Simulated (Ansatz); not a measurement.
The system is Na2S.

```
CELL_PARAMETERS angstrom
0.00000 3.27350 3.27350
3.27350 0.00000 3.27350
3.27350 3.27350 0.00000
ATOMIC_POSITIONS crystal
S 0.00000 0.00000 0.00000
Na 0.75000 0.75000 0.75000
Na 0.25000 0.25000 0.25000
```

Base run:

```yaml
Program: Ansatz 0.2.0
Functional: r2SCAN
Potentials_or_basis: Ansatz PAW
Cutoff: "500 eV (not typed: the program's choice for these potentials)"
k_mesh: 7 × 7 × 7
Occupations: fermi-dirac, width 0.05 eV
Spin: no spin polarisation
```

Its results: band gap on the k mesh 3.03 eV, direct; pressure -0.5 GPa.

Question: The run is repeated on the same cell with these changes: functional from r2SCAN to PBEsol; cutoff from 500 eV (not typed: the program's choice for these potentials) to 420 eV (not typed: the program's choice for these potentials). What comes out?

Answer: Band gap on the k mesh 2.36 eV, direct; pressure -0.6 GPa.

r2SCAN gives the wider gap, since meta-GGAs in the generalised Kohn-Sham scheme recover part of the derivative discontinuity.

Caveats: the PAW data sets come from PBE, with cores solved anew for the run's functional, which leaves a small shift of forces and pressure.
